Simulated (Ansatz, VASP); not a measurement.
Te2Mo: VASP beside Ansatz

File INCAR:

```
PREC = Accurate
ENCUT = 520
EDIFF = 1E-7
ISMEAR = -1
SIGMA = 0.05
LREAL = False
LASPH = True
NELM = 80
ALGO = Normal
ISIF = 2
LWAVE = False
LCHARG = True
GGA = PS
LVHAR = True
NBANDS = 35
KPAR = 2
```

File KPOINTS:

```
Automatic mesh
0
Gamma
  9 9 2
```

File POSCAR:

```
Te2Mo
1.0
    3.5182000000      0.0000000000      0.0000000000
   -1.7591000000      3.0468505756      0.0000000000
    0.0000000000      0.0000000000     13.9736000000
Te Mo
4 2
Direct
    0.6666666667      0.3333333333      0.3790000000
    0.3333333333      0.6666666667      0.8790000000
    0.6666666667      0.3333333333      0.1210000000
    0.3333333333      0.6666666667      0.6210000000
    0.6666666667      0.3333333333      0.7500000000
    0.3333333333      0.6666666667      0.2500000000
```

Contents of input.yaml:

```yaml
crystal:
  lattice:
    - [3.5182, 0.0, 0.0]
    - [-1.7591, 3.0468505756, 0.0]
    - [0.0, 0.0, 13.9736]
  atoms:
    - { symbol: Te, position: [0.6666666667, 0.3333333333, 0.379] }
    - { symbol: Te, position: [0.3333333333, 0.6666666667, 0.879] }
    - { symbol: Te, position: [0.6666666667, 0.3333333333, 0.121] }
    - { symbol: Te, position: [0.3333333333, 0.6666666667, 0.621] }
    - { symbol: Mo, position: [0.6666666667, 0.3333333333, 0.75] }
    - { symbol: Mo, position: [0.3333333333, 0.6666666667, 0.25] }
hamiltonian:
  xc: pbesol
  pseudopotentials: { kind: paw }
kpoints:
  mp_grid: { grid: [9, 9, 2] }
  band_path:
    path:
      - [[0.0, 0.0, 0.0], [0.5, 0.0, 0.0], [0.3333333333, 0.3333333333, 0.0], [0.0, 0.0, 0.0], [0.0, 0.0, 0.5], [0.5, 0.0, 0.5], [0.3333333333, 0.3333333333, 0.5], [0.0, 0.0, 0.5]]
      - [[0.5, 0.0, 0.5], [0.5, 0.0, 0.0]]
      - [[0.3333333333, 0.3333333333, 0.0], [0.3333333333, 0.3333333333, 0.5]]
    npoints: 14
scf:
  occupations: { method: fermi_dirac, width: 0.05 }
  n_extra_bands: 15
output:
  forces: true
  stress: true
  eigenvalues: true
  fatbands: false
```

Alike in both runs: functional PBEsol; k mesh 9 × 9 × 2; occupations fermi-dirac, width 0.05 eV; no spin polarisation.

```csv
,VASP,Ansatz
version,VASP 6.6.1,Ansatz 0.2.0
potentials or method,"VASP PAW PBE potentials, release 64 (Te, Mo_sv)",Ansatz PAW
plane-wave cutoff (eV),520,420
valence electrons in the cell,52,92
task,single point,band structure
```

|  | VASP | Ansatz | Ansatz less VASP |
| --- | --- | --- | --- |
| gap on the k mesh at the Fermi level (eV) | 0.75 | 0.76 | +0.007 |
| least direct gap on the mesh (eV) | 1.04 | 1.04 | +0.001 |
| pressure (GPa) | -1.0 | -1.1 | -0.12 |
| largest component of the traceless stress (GPa) | 0.49 | 0.42 | -0.073 |
| rms of the force components (eV/Å) | 0.029 | 0.042 | +0.0137 |

Atom by atom the forces differ by 0.014 eV/Å (rms over components). The functional is the same, so the differences come from potentials, cutoffs and numerics. The two sets of potentials don't hold the same shells in valence.

Caveats: spin-orbit coupling is left out, which moves the levels of the heavy elements; this functional lacks dispersion, which binds the layers, so the pressure and a relaxed spacing across them are unreliable; the PAW data sets were made with another functional, which shifts forces and pressure a little (VASP); an odd mesh through Γ misses points on the zone boundary, where band edges often lie (VASP); the k mesh misses the band edges, so the gap on the mesh is wider than the one along the path (Ansatz); the PAW data sets come from PBE, with cores solved anew for the run's functional, which leaves a small shift of forces and pressure (Ansatz). PBEsol gaps usually lie below the measured ones, often by a third to a half.
